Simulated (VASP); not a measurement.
Write the native input for VASP 6.6.1 that does the following.

```
Task                   : relaxation of cell and atoms
Functional             : PBEsol
Dispersion             : rVV10
Potentials or basis    : VASP PAW PBE potentials, release 64 (Ti_sv, O)
Cutoff                 : 600 eV
k mesh                 : 6 × 6 × 9
Occupations            : fermi-dirac, width 0.05 eV
Spin                   : no spin polarisation
Further INCAR settings : ALGO = Normal; EDIFF = 1e-07; IBRION = 2; EDIFFG = -0.01; NSW = 60; ISIF = 3
```

The structure of TiO2 lies in POSCAR:

```
TiO2
1.0
    4.5998373239      0.0000000000      0.0000000000
    0.0000000000      4.5998373239      0.0000000000
    0.0000000000      0.0000000000      2.9592135600
Ti O
2 4
Direct
    0.0000000000      0.0000000000      0.5000000000
    0.5000000000      0.5000000000      0.0000000000
    0.3043213200      0.3043213200      0.5000000000
    0.1956786800      0.8043213200      0.0000000000
    0.8043213200      0.1956786800      0.0000000000
    0.6956786800      0.6956786800      0.5000000000
```

The cell is a database's computed one.

The input as run:

INCAR

```
SYSTEM = TiO2
PREC = Accurate
ENCUT = 600
EDIFF = 1E-7
ISMEAR = -1
SIGMA = 0.05
LREAL = .FALSE.
LASPH = .TRUE.
NELM = 100
ALGO = Normal
ISIF = 3
LWAVE = .FALSE.
LCHARG = .FALSE.
GGA = PS
LUSE_VDW = .TRUE.
IVDW_NL = 2
BPARAM = 20.0
CPARAM = 0.0093
IBRION = 2
NSW = 60
EDIFFG = -0.01
```

KPOINTS

```
Automatic mesh
0
G
  6 6 9
  0 0 0
```

Potentials or basis: VASP PAW PBE potentials, release 64 (Ti_sv, O).

Run with:

```bash
$ cat potpaw_PBE.64/Ti_sv/POTCAR potpaw_PBE.64/O/POTCAR > POTCAR
$ mpirun -np 1 vasp_std > vasp.out
```

Results of the run:

```yaml
Relaxed_volume: 10.31 Å³/atom
Relaxed_cell: a = 4.585 Å, b = 4.585 Å, c = 2.941 Å, α = 90.00°, β = 90.00°, γ = 90.00°
Space_group_after_relaxing_to_0.05_Å: P4_2/mnm (No. 136)
Energy_gained_by_relaxing: 1.3 meV/atom
Ionic_steps: 5
Pressure_after_relaxing: 0.1 GPa
Largest_force_after_relaxing: 0.007 eV/Å
Band_gap_on_the_k_mesh: 1.83 eV, direct
```

Caveat: the PAW data sets were made with another functional, which shifts forces and pressure a little; an odd mesh through Γ misses points on the zone boundary, where band edges often lie.

It took 12 min on 1 thread of Intel(R) Xeon(R) Platinum 8259CL CPU @ 2.50GHz (Skylake/Cascade Lake), on a shared host, peak memory 0.4 GiB.
